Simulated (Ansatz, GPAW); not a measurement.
# BP: 3 runs at one level of theory

```
P B
1.0
     0.00000    2.26900    2.26900
     2.26900    0.00000    2.26900
     2.26900    2.26900    0.00000
P B
1 1
Direct
  0.75000 0.75000 0.75000
  0.00000 0.00000 0.00000
```

Alike in all runs: task single point; functional PBE; k mesh 10 × 10 × 10; occupations gaussian, width 0.03 eV; no spin polarisation; no spin-orbit coupling. Pressure is positive in compression and, in plane waves, holds the error of the finite cutoff, which Ansatz's Pulay term estimates and takes out.

| program and potentials | plane-wave cutoff (eV) | notes | band gap (eV) | pressure (GPa) |
| --- | --- | --- | --- | --- |
| Ansatz, Ansatz PAW | 420 | Pulay term of +0.13 GPa included | 1.24 | 1.13 |
| GPAW, GPAW PAW data sets (gpaw-data 1.2.1) | 800 | - | 1.24 | 1.38 |
| Ansatz, all-electron LAPW, scalar-relativistic | - | - | 1.25 | 1.09 |

The band gap spans 1.24 (Ansatz, Ansatz PAW) to 1.25 eV (Ansatz, all-electron LAPW, scalar-relativistic), with all-electron results at 1.25. The pressure spans 1.09 (Ansatz, all-electron LAPW, scalar-relativistic) to 1.38 GPa (GPAW, GPAW PAW data sets (gpaw-data 1.2.1)), with all-electron results at 1.09. The gap is indirect and read on the mesh alone.

The functional is the same throughout but for its coding, so the spread measures potentials, basis and numerics; runs on potential files found faulty are left out.
